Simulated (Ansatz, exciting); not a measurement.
## Te: 3 runs at one level of theory

```xyz
1
Lattice="2.2857 1.3084 1.7231 -2.2642 1.2957 1.7038 -0.0002 -2.6598 1.7573" Properties=species:S:1:pos:R:3 pbc="T T T"
Te    0.0278   -0.0423    2.5897
```

This isn't the form of Te at room conditions, which is trigonal, of chains.

The given cell was strained at random by a few per cent at fixed volume.

Alike in all runs: task single point; functional PBEsol; k mesh 9 × 9 × 9; occupations fermi-dirac, width 0.05 eV; no spin polarisation; no spin-orbit coupling. Pressure is positive in compression and, in plane waves, holds the error of the finite cutoff, which Ansatz's Pulay term estimates and takes out.

```csv
program and potentials,plane-wave cutoff (eV),notes,pressure (GPa),energy over the undisturbed cell (meV/atom)
"Ansatz, Ansatz PAW",420,"potentials made for PBE, which Ansatz adapts in part; Pulay term of +0.03 GPa included",0.21,-0.26
"Ansatz, all-electron LAPW, scalar-relativistic",-,-,0.23,-
"exciting, all-electron LAPW+lo, shipped species files, valence relativity iora*",-,-,-,-0.19
```

The pressure spans 0.21 (Ansatz, Ansatz PAW) to 0.23 GPa (Ansatz, all-electron LAPW, scalar-relativistic), with all-electron results at 0.23.

The functional is the same throughout but for its coding, so the spread measures potentials, basis and numerics; runs on potential files found faulty are left out.
